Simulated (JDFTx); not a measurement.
Runs of JDFTx 1.7.0 (patched build) on Mo. The structure is cubic, space group Im-3m (No. 229). Conventional cell: a = 3.168 Å, b = 3.168 Å, c = 3.168 Å, α = 90.00°, β = 90.00°, γ = 90.00°. Around Mo (site symmetry m-3m) lie 8 Mo at 2.74 Å. 

| task | level | potentials or basis | cell | k mesh | further solve for the empty bands | mesh quality | gap on the mesh (eV) | pressure (GPa) | relaxed volume (Å³/atom) |
| --- | --- | --- | --- | --- | --- | --- | --- | --- | --- |
| relaxation of cell and atoms | r2SCAN | SG15-PBE-1.2 with smoothed tails | relaxed | 6 × 6 × 6 | no | coarse | none | 0.0 | (b) |
| relaxation of cell and atoms | AM05 | SG15-PBE-1.2 with smoothed tails | relaxed | 6 × 6 × 6 | no | coarse | none | 0.0 | 15.27 |
| relaxation of cell and atoms | LDA | SG15-PBE-1.2 with smoothed tails | relaxed | 6 × 6 × 6 | no | coarse | none | 0.0 | 15.12 |
| relaxation of cell and atoms | RPBE | SG15-PBE-1.2 with smoothed tails | relaxed | 6 × 6 × 6 | no | coarse | none | 0.0 | 15.95 |
| relaxation of cell and atoms | revPBE | SG15-PBE-1.2 with smoothed tails | relaxed | 6 × 6 × 6 | no | coarse | none | 0.0 | 15.90 |
| relaxation of cell and atoms | BLYP | SG15-PBE-1.2 with smoothed tails | relaxed | 6 × 6 × 6 | no | coarse | none | 0.0 | 16.38 |
| relaxation of cell and atoms | PBEsol | SG15-PBE-1.2 with smoothed tails | relaxed | 6 × 6 × 6 | no | coarse | none | 0.0 | 15.33 |
| relaxation of cell and atoms | TPSS | SG15-PBE-1.2 with smoothed tails | relaxed | 6 × 6 × 6 | no | coarse | none | 0.0 | (a) |
| relaxation of cell and atoms | SCAN | SG15-PBE-1.2 with smoothed tails | relaxed | 6 × 6 × 6 | no | coarse | none | 0.0 | 15.49 |

Alike in all rows: no spin polarisation; cutoff (eV) 1088; smearing fermi-dirac 0.05 eV.

**Question.** Fill in the values left out.

**Answer.** (a) 15.59; (b) 15.55.

Caveats: all runs use coarse meshes; the potentials were made for another functional, which shifts forces and pressure.

A k mesh can miss the band edges, and the runs leave out spin-orbit coupling on Mo.

A gap of «none» marks a metal or a gap under the smearing width.

Runs at the PBE level aren't shown here.
